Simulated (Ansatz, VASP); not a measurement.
# C in VASP and in Ansatz

INCAR

```
PREC     = Accurate       # precision mode
ENCUT    = 520            # plane-wave cutoff, eV
EDIFF    = 1E-7           # SCF threshold, eV
ISMEAR   = 0              # smearing method
SIGMA    = 0.05           # smearing width, eV
LREAL    = F              # projectors in reciprocal space
LASPH    = T              # aspherical terms in the spheres
NELM     = 60             # most SCF steps
ALGO     = Normal         # electronic algorithm
ISIF     = 2              # what is computed and relaxed
LWAVE    = F              # write WAVECAR
LCHARG   = T              # write CHGCAR
LELF     = T              # ELF
LVHAR    = T            
NBANDS   = 11             # bands
```

KPOINTS

```
regular mesh
0
Gamma
  12 12 12
```

The input POSCAR:

```
C
1.0
    0.0000000000      1.7514817382      1.7514817382
    1.7514817382      0.0000000000      1.7514817382
    1.7514817382      1.7514817382      0.0000000000
C
2
Direct
    0.5000000000      0.5000000000      0.5000000000
    0.7500000000      0.7500000000      0.7500000000
```

Input for Ansatz:

```yaml
crystal:
  lattice:
    - [0.0, 1.7514817382, 1.7514817382]
    - [1.7514817382, 0.0, 1.7514817382]
    - [1.7514817382, 1.7514817382, 0.0]
  atoms:
    - { symbol: C, position: [0.5, 0.5, 0.5] }
    - { symbol: C, position: [0.75, 0.75, 0.75] }
basis:
  ecutwfc: 520.0
kpoints:
  mp_grid: { grid: [12, 12, 12] }
hamiltonian:
  xc: lda
  pseudopotentials: { kind: paw, azcp: { folder: soft_1 } }
scf:
  occupations: { method: gaussian, width: 0.05 }
output:
  forces: true
  stress: true
  eigenvalues: true
  write_density: true
  write_potential: true
  elf: true
  volumetric_format: npy
```

Alike in both runs: task single point; functional LDA; k mesh 12 × 12 × 12; occupations gaussian, width 0.05 eV; no spin polarisation.

|  | VASP | Ansatz |
| --- | --- | --- |
| version | VASP 6.6.1 | Ansatz 0.2.0 |
| potentials or method | VASP PAW LDA potentials, release 64 (C) | scalar-relativistic, plane waves, PAW |
| plane-wave cutoff (eV) | 520 | 520 |
| valence electrons in the cell | 8 | 8 |

|  | VASP | Ansatz | Ansatz less VASP |
| --- | --- | --- | --- |
| gap on the k mesh at the Fermi level (eV) | 4.26 | 4.27 | +0.008 |
| least direct gap on the mesh (eV) | 5.70 | 5.69 | -0.002 |
| pressure (GPa) | 13.7 | 11.9 | -1.83 |

Ansatz warned: «pseudo_functional_mismatch».
